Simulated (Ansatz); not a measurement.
# Rb under strain

All numbers below come from Ansatz 0.2.0, DFT PBE, scalar-relativistic, plane waves, PAW. Settings: 420 eV cutoff, 9×9×1 k-mesh, Gaussian smearing of 0.10 eV, no spin polarisation.

Starting point, cell and atoms relaxed:

```
CELL_PARAMETERS angstrom
5.02276 0.00000 0.00000
-2.51138 4.34984 0.00000
0.00000 0.00000 37.54146
ATOMIC_POSITIONS crystal
Rb 0.00000 0.00000 0.00000
Rb 0.00000 0.00000 0.77781
Rb 0.33333 0.66667 0.88886
Rb 0.66667 0.33333 0.33333
Rb 0.66667 0.33333 0.11114
Rb 0.00000 0.00000 0.22219
Rb 0.33333 0.66667 0.66667
Rb 0.33333 0.66667 0.44448
Rb 0.66667 0.33333 0.55552
```

Deformation: all cell vectors scaled alike, the atoms relaxed, all within the symmetry that the strain leaves. Energies are extrapolated to zero smearing. Stress is positive in compression, on the Cartesian axes of the cell above.

```json
{"strain (%)": "-2.0", "ΔE (meV/atom)": "?", "a (Å)": "4.922", "b (Å)": "4.922", "c (Å)": "36.791", "σxx (GPa)": "?", "σyy (GPa)": "?", "σzz (GPa)": "?"}
{"strain (%)": "-1.0", "ΔE (meV/atom)": "0.8", "a (Å)": "4.973", "b (Å)": "4.973", "c (Å)": "37.166", "σxx (GPa)": "0.10", "σyy (GPa)": "0.10", "σzz (GPa)": "0.09"}
{"strain (%)": "+0.0", "ΔE (meV/atom)": "0.0", "a (Å)": "5.023", "b (Å)": "5.023", "c (Å)": "37.541", "σxx (GPa)": "0.01", "σyy (GPa)": "0.01", "σzz (GPa)": "0.00"}
{"strain (%)": "+1.0", "ΔE (meV/atom)": "?", "a (Å)": "5.073", "b (Å)": "5.073", "c (Å)": "37.917", "σxx (GPa)": "?", "σyy (GPa)": "?", "σzz (GPa)": "?"}
```

Problem. Fill in the row at -2.0 %.

Solution. ΔE 3.1 meV/atom; σxx 0.20 GPa; σyy 0.20 GPa; σzz 0.19 GPa.

Problem. Fill in the row at +1.0 %.

Solution. ΔE 0.7 meV/atom; σxx -0.07 GPa; σyy -0.07 GPa; σzz -0.08 GPa.

This form isn't the element's structure at ambient conditions.